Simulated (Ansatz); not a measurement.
**NaF: energy along a strain**

NaF, Fm-3m, a = 4.647 Å (as given, not relaxed at this level: -0.5 GPa). Ansatz: PBEsol, PAW, 420 eV, Γ-centred 8×8×8 mesh on 2 atoms, Gaussian smearing 0.05 eV; no spin polarisation. Cell vectors (Å): 0.000 2.323 2.323; 2.323 0.000 2.323; 2.323 2.323 0.000. The cell is strained by x per cent times the pattern (1 -1 0 0 0 0) in the order xx yy zz yz xz xy (engineering shears), with fractional coordinates held. y is the free energy over the start, V0 = 12.541 Å³/atom. Symmetry makes y even in x. Points with a strain past 8.5 % were computed too (4) and aren't used here.

```tsv
x (%)	y (meV/atom)
-7.50	35.58
0.00	0.00
1.87	1.97
3.75	8.24
5.62	?
```

**Question.** Fit y = c2 x² + c4 x⁴ to the other rows, get the stiffness along the pattern, and predict the missing energy.

**Answer.** Least squares on the rows shown. y = 0.56940 x² + 0.0011226 x⁴. The clamped-ion stiffness p·C·p = 2 × 5.694 eV × 160.2 / 12.541 Å³ = 145 GPa (second derivative at the start, which stands under stress). At x = 5.62 the fit asked for gives 19.10 meV/atom. The run gave 19.15 meV/atom, so the fit is 0.05 meV/atom too low, a small miss on the scale of the series.